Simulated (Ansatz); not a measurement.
# CoO: stress in a strained cell

CoO is deformed so: equal xy, yz and zx engineering shear strains of +1 %. What stress and forces result, by LAPW, PAW and all-electron datasets made for the crystal?

Computed with Ansatz 0.2.0 (DFT PBE, scalar-relativistic, unless a step's input says otherwise).

**1. The structure to begin with**

It takes space group Fm-3m (No. 225, cubic). Conventional cell: a = 4.263 Å, b = 4.263 Å, c = 4.263 Å, α = 90.00°, β = 90.00°, γ = 90.00°. Around Co (site symmetry m-3m) lie 6 O at 2.13 Å. Around O (site symmetry m-3m) lie 6 Co at 2.13 Å.

Coordinates:

```cif
data_structure
_symmetry_space_group_name_H-M 'Fm-3m'
_symmetry_Int_Tables_number 225
_cell_length_a 4.2630
_cell_length_b 4.2630
_cell_length_c 4.2630
_cell_angle_alpha 90.000
_cell_angle_beta 90.000
_cell_angle_gamma 90.000
_cell_volume 77.47
loop_
_atom_site_label
_atom_site_type_symbol
_atom_site_symmetry_multiplicity
_atom_site_Wyckoff_symbol
_atom_site_fract_x
_atom_site_fract_y
_atom_site_fract_z
_atom_site_occupancy
Co1 Co 4 a 0.00000 0.00000 0.00000 1
O1 O 4 b 0.50000 0.00000 0.00000 1
```

The file gives the conventional cell by its symmetry; the runs use the cell typed in the input.

Atoms are numbered in the order of the input: Co1, O2.

**2. After the deformation**

Space group Fm-3m before, R-3m after.

**3. All-electron LAPW**

File input.yaml:

```yaml
crystal:
  lattice:
    - [0.021315, 2.1421575, 2.1421575]
    - [2.1421575, 0.021315, 2.1421575]
    - [2.1421575, 2.1421575, 0.021315]
  atoms:
    - { symbol: Co, position: [0.0, 0.0, 0.0], spin: 2.0 }
    - { symbol: O, position: [0.5, 0.5, 0.5] }
magnetization:
  spin_polarized: true
kpoints:
  mp_grid: { grid: [16, 16, 16] }
  band_path:
    path:
      - [0.0, 0.0, 0.0]
      - [0.5, 0.5, 0.5]
      - [0.247543133, 0.5, 0.752456867]
      - [-0.247543133, 0.247543133, 0.5]
      - [0.0, 0.0, 0.5]
      - [0.0, 0.0, 0.0]
      - [-0.3737715665, 0.0, 0.3737715665]
      - [0.0, 0.3737715665, 0.6262284335]
      - [0.0, 0.5, 0.5]
    npoints: 5
scf:
  occupations: { method: fermi_dirac, width: 0.05 }
hamiltonian:
  xc: pbe
  pseudopotentials: { kind: all_electron, lapw: { basis_error: 0.0005 } }
output:
  forces: true
  stress: true
  eigenvalues: true
```

On the command line:

```console
$ ansatz run input.yaml --threads 1 --pin off --max-ram 3072MiB --backend cpu --events-out ev --progress --plain --runs-dir out
```

**4. PAW with frozen cores**

File input.yaml:

```yaml
crystal:
  lattice:
    - [0.021315, 2.1421575, 2.1421575]
    - [2.1421575, 0.021315, 2.1421575]
    - [2.1421575, 2.1421575, 0.021315]
  atoms:
    - { symbol: Co, position: [0.0, 0.0, 0.0], spin: 2.0 }
    - { symbol: O, position: [0.5, 0.5, 0.5] }
magnetization:
  spin_polarized: true
kpoints:
  mp_grid: { grid: [16, 16, 16] }
scf:
  occupations: { method: fermi_dirac, width: 0.05 }
hamiltonian:
  xc: pbe
  pseudopotentials: { kind: paw }
output:
  forces: true
  stress: true
  eigenvalues: true
  efg: { contact_densities: true }
```

**5. Datasets made for this crystal**

input.yaml, as its differences from that of step 4:

```diff
@@ -16,3 +16,3 @@
   xc: pbe
-  pseudopotentials: { kind: paw }
+  pseudopotentials: { kind: all_electron, datasets: crystal }
 output:
```

(Steps that only read results are left out.)

What does the calculation give? Wanted: pressure; largest shear or deviatoric stress.

The runs gave:

| quantity | value |
| --- | --- |
| pressure | LAPW -1.80, PAW -1.77, crystal datasets -1.81 GPa |
| largest shear or deviatoric stress (LAPW) | 0.38 GPa |

In words: The largest part of the stress beyond the pressure is 0.38 GPa in size; the atoms are carried along and not relaxed. No run of the undeformed cell stands beside it, so the pressure holds what the given cell had before the change. PAW: stress within 0.09 GPa of LAPW. Crystal datasets: stress within 0.01 GPa of LAPW. Other magnetic orders may lie lower; this is the state that the run reached. With one magnetic atom in the cell only ferromagnetic order fits; the real order can differ. No U acts on the open 3d shell, so the metal found here may be the functional's error.
